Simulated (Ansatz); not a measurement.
The system is NiO.

```
Ni O
1.0
     0.00000    2.08590    2.08590
     2.08590    0.00000    2.08590
     2.08590    2.08590    0.00000
Ni O
1 1
Direct
  0.00000 0.00000 0.00000
  0.50000 0.50000 0.50000
```

- Program: Ansatz 0.2.0
- Task: relaxation of cell and atoms
- Functional: RPBE
- Dispersion: D4
- Potentials or basis: Ansatz PAW
- Cutoff: 420 eV (not typed: the program's choice for these potentials)
- k mesh: 11 × 11 × 11
- Occupations: fermi-dirac, width 0.05 eV
- Spin: collinear spin, ferromagnetic start
- Starting moments: [1.0, 0.0] μB

At the start: volume 9.08 Å³/atom.

Q: Where does the relaxation end?

A: It ends after 12 steps and the volume is 9.43 Å³/atom (+3.9 %); space group Fm-3m (No. 225, to 0.05 Å); moment 1.89 μB per cell.

The path:
```tsv
step	energy change (eV)	largest force (eV/Å)	volume (Å³)
1	0.0000	0.0000	18.15
2	-0.0022	0.0000	18.31
3	-0.0027	0.0000	18.51
4	-0.0028	0.0000	18.57
5	-0.1493	0.0000	18.90
6	-0.1493	0.0000	18.90
7	-0.1496	0.0000	18.89
8	-0.1499	0.0000	18.87
9	-0.1499	0.0000	18.86
10	-0.1534	0.0000	18.86
11	-0.1534	0.0000	18.87
12	-0.1534	0.0000	18.87
```

Final structure:
```xyz
2
Lattice="0.0000 2.1129 2.1129 2.1129 0.0000 2.1129 2.1129 2.1129 0.0000" Properties=species:S:1:pos:R:3 pbc="T T T"
Ni    0.0000    0.0000    0.0000
O     2.1129    2.1129    2.1129
```

Caveat: the plane-wave basis is chosen anew once the cell has moved, so the energies of steps on either side of that aren't comparable; the pressure holds a Pulay correction of +0.7 GPa for the finite cutoff; a cell with one magnetic atom can't hold antiferromagnetic order, which such compounds often take; the PAW data sets come from PBE, with cores solved anew for the run's functional, which leaves a small shift of forces and pressure.
